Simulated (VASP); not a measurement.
Set up this calculation in VASP 6.6.1, as the native input.

```
Task                   : single point
Functional             : PBE
Dispersion             : D3(BJ)
Potentials or basis    : VASP PAW PBE potentials, release 64 (W_sv, S)
Cutoff                 : 520 eV
k mesh                 : 12 × 12 × 12
Occupations            : gaussian, width 0.05 eV
Spin                   : no spin polarisation
Dipole correction      : no
Further INCAR settings : ALGO = Fast; EDIFF = 1e-07; NBANDS = 20
```

The structure of WS2 lies in POSCAR:

```
WS2
1.0
    1.5790003843      0.9116362969      6.4714965000
   -1.5790003843      0.9116362969      6.4714965000
    0.0000000000     -1.8232725938      6.4714965000
W S
1 2
Direct
    0.0000000000      0.0000000000      0.0000000000
    0.7503000000      0.7503000000      0.7503000000
    0.5810000000      0.5810000000      0.5810000000
```

Measurements of this composition are mostly on another form, of space group No. 194.

The cell isn't the ideal one: strain +0.000 along x and y, +0.050 along z, atoms carried along.

These files were run (other wordings do the same):

INCAR

```
PREC = Accurate
ENCUT = 520
EDIFF = 1E-7
ISMEAR = 0
SIGMA = 0.05
LREAL = False
LASPH = True
NELM = 100
ALGO = Fast
ISIF = 2
LWAVE = False
LCHARG = False
GGA = PE
IVDW = 12
NBANDS = 20
```

KPOINTS

```
regular mesh
0
Gamma
  12 12 12
```

Potentials or basis: VASP PAW PBE potentials, release 64 (W_sv, S).

The run is started by

```console
$ cat potpaw_PBE.64/W_sv/POTCAR potpaw_PBE.64/S/POTCAR > POTCAR
$ mpirun -np 1 vasp_std > vasp.out
```

It gave:

```
Pressure                   : -7.2 GPa
Largest force              : 1.449 eV/Å
Band gap on the k mesh     : 1.20 eV, indirect (least direct gap 2.09 eV)
Dispersion energy per atom : -0.405 eV
```

Caveat: spin-orbit coupling is left out, which moves the levels of the heavy elements; forces of over 1 eV/Å show positions far from the minimum, so gaps and moduli don't describe the material at rest.

Run time: 17 min on 1 thread of AMD EPYC 9R45 (Zen 5) (shared host), peak memory 0.45 GiB.
